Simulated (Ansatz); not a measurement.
Crystal: InSe.

```
In Se
1.0
     2.00000    1.15470    8.44000
    -2.00000    1.15470    8.44000
     0.00000   -2.30940    8.44000
In Se
2 2
Direct
  0.88860 0.88860 0.88860
  0.00000 0.00000 0.00000
  0.17190 0.17190 0.17190
  0.38350 0.38350 0.38350
```

| Property | Result |
| --- | --- |
| Program | Ansatz 0.2.0 |
| Task | relaxation of cell and atoms |
| Functional | LDA |
| Potentials or basis | Ansatz PAW |
| Cutoff | 420 eV (not typed: the program's choice for these potentials) |
| k mesh | 8 × 8 × 8 |
| Occupations | fermi-dirac, width 0.05 eV |
| Spin | no spin polarisation |

At the start: volume 29.24 Å³/atom.

Problem. How do energy, volume and symmetry change on relaxing?

Solution. It ends after 6 steps and the volume is 27.80 Å³/atom (-4.9 %); space group R3m (No. 160, to 0.05 Å).

The path:
| step | energy change (eV) | largest force (eV/Å) | volume (Å³) |
| --- | --- | --- | --- |
| 1 | 0.0000 | 0.2372 | 116.95 |
| 2 | -0.0253 | 0.1044 | 113.63 |
| 3 | -0.0315 | 0.0496 | 110.59 |
| 4 | -0.0321 | 0.0180 | 111.24 |
| 5 | -0.0322 | 0.0011 | 111.20 |
| 6 | -0.0313 | 0.0012 | 111.20 |

Final structure:
```
In Se
1.0
     1.98682    1.14709    8.13226
    -1.98682    1.14709    8.13226
     0.00000   -2.29418    8.13226
In Se
2 2
Direct
  0.88811 0.88811 0.88811
  0.00052 0.00052 0.00052
  0.16956 0.16956 0.16956
  0.38581 0.38581 0.38581
```

Caveat: the plane-wave basis is chosen anew once the cell has moved, so the energies of steps on either side of that aren't comparable; the PAW data sets come from PBE, with cores solved anew for the run's functional, which leaves a small shift of forces and pressure.
